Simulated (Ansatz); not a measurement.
# MoS₂ under strain: 97Mo nuclear quadrupole resonance

Cell: a structure deposited in the COD, relaxed with PBE at fixed cell and then changed (z stretched by 3 %, ions relaxed).

```
CELL_PARAMETERS angstrom
1.58150 0.91308 6.30703
-1.58150 0.91308 6.30703
0.00000 -1.82616 6.30703
ATOMIC_POSITIONS crystal
Mo 0.00000 0.00000 0.00000
S 0.25062 0.25062 0.25062
S 0.41608 0.41608 0.41608
```

Sites (sets of like atoms) are named by element and the number of their first atom in this list.

Level of theory: DFT, PBE, plane waves and PAW, scalar-relativistic, collinear spin, 420 eV cutoff, Γ-centred 16×16×16 k-points, Fermi–Dirac smearing 0.02 eV (Ansatz 0.2.0). Start moments as typed (μB): 2 on each Mo, none on the rest.

97Mo: I = 5/2, Q = 255.0 mb (year-2017 value). Static lattice, zero field.

Q: The simulated lines lie at 6.80, 13.6 MHz. What are |C_Q|, η and |V_zz| at Mo?

A: For I = 5/2 and η = 0 the lines are 3|C_Q|/20 and twice that; η pulls their ratio below 2. Here |C_Q| = 45.4 MHz, η = 0.00 and |V_zz| = 7.36 × 10²¹ V/m². The calculation gives V_zz negative; the lines don't show the sign. The site has 6 S at 2.41 Å.

An axis of threefold or higher order runs through Mo, so V_zz lies along it and η is zero.

Without spin–orbit coupling (the program notes it for Mo) the gradients can shift somewhat, as the gap is small. The start moments die out, and the run ends without spin.

The relaxation (4 steps) took 4.4 min of wall time (4.3 min of CPU time) and 1.3 GiB at its peak, on 1 thread of Intel Xeon Platinum 8488C (Sapphire Rapids) (x86_64; 16 cores open to the job, memory cap 3.0 GiB, no GPU), a shared host with a load of 0.3 a core.
